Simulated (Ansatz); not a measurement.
Input, command and steps of an Ansatz relaxation.

```yaml
crystal:
  lattice:
    - [3.8277921473, 0.0, 0.0]
    - [-1.9138960736, 3.3149652399, 0.0]
    - [0.0, 0.0, 11.9969131578]
  atoms:
    - { symbol: Na, position: [0.0, 0.0, 0.0] }
    - { symbol: Na, position: [0.3333333333, 0.6666666667, 0.25] }
    - { symbol: Na, position: [0.0, 0.0, 0.5] }
    - { symbol: Na, position: [0.6666666667, 0.3333333333, 0.75] }
basis:
  ecutwfc: 420
kpoints:
  mp_grid: { grid: [18, 18, 6] }
hamiltonian:
  xc: pbe
scf:
  occupations: { method: gaussian, width: 0.1 }
output:
  forces: true
  stress: true
  eigenvalues: true
relax:
  adjacent_minimum: "off"
  f_tol: 0.008
  max_steps: 40
  cell: { stress_tol: 0.015, fix: [a, b, gamma] }
```

```bash
ansatz run input.yaml --threads 1 --pin off --max-ram 2560MiB --backend cpu --events-out ev --progress --plain --runs-dir out
```

Computed with DFT PBE, scalar-relativistic, plane waves, PAW (Ansatz).

Of 4 frames 3 are shown, positions in Å and forces in eV/Å; the SCF threshold varies from step to step. Steps run on the plane waves of an earlier cell, with a Pulay correction in the pressure. The basis is chosen afresh for the last frame, the zero of the energies, and at times for earlier ones too; energy and pressure step there, also at an unchanged geometry.

```xyz
4
Lattice="3.8278 0.0000 0.0000 -1.9139 3.3150 0.0000 0.0000 0.0000 11.9969" Properties=species:S:1:pos:R:3:forces:R:3 pbc="T T T" step=1 free_energy_over_end_meV_per_atom=0.17 pressure_GPa=-0.19
Na    0.0000    0.0000    0.0000    0.0000    0.0000    0.0000
Na    0.0000    2.2100    2.9992    0.0000    0.0000    0.0000
Na    0.0000    0.0000    5.9985    0.0000    0.0000    0.0000
Na    1.9139    1.1050    8.9977    0.0000    0.0000    0.0000
4
Lattice="3.8278 0.0000 0.0000 -1.9139 3.3150 0.0000 0.0000 0.0000 12.0180" Properties=species:S:1:pos:R:3:forces:R:3 pbc="T T T" step=2 free_energy_over_end_meV_per_atom=0.11 pressure_GPa=-0.20
Na    0.0000    0.0000    0.0000    0.0000    0.0000    0.0000
Na    0.0000    2.2100    3.0045    0.0000    0.0000    0.0000
Na    0.0000    0.0000    6.0090    0.0000    0.0000    0.0000
Na    1.9139    1.1050    9.0135    0.0000    0.0000    0.0000
4
Lattice="3.8278 0.0000 0.0000 -1.9139 3.3150 0.0000 0.0000 0.0000 12.1180" Properties=species:S:1:pos:R:3:forces:R:3 pbc="T T T" step=4 free_energy_over_end_meV_per_atom=0.00 pressure_GPa=-0.26
Na    0.0000    0.0000    0.0000    0.0000    0.0000    0.0000
Na    0.0000    2.2100    3.0295    0.0000    0.0000    0.0000
Na    0.0000    0.0000    6.0590    0.0000    0.0000    0.0000
Na    1.9139    1.1050    9.0885    0.0000    0.0000    0.0000
```

Time: 66 s on 1 thread of Intel(R) Xeon(R) Platinum 8375C CPU @ 2.90GHz (Ice Lake), on a shared host, peak memory 0.69 GiB.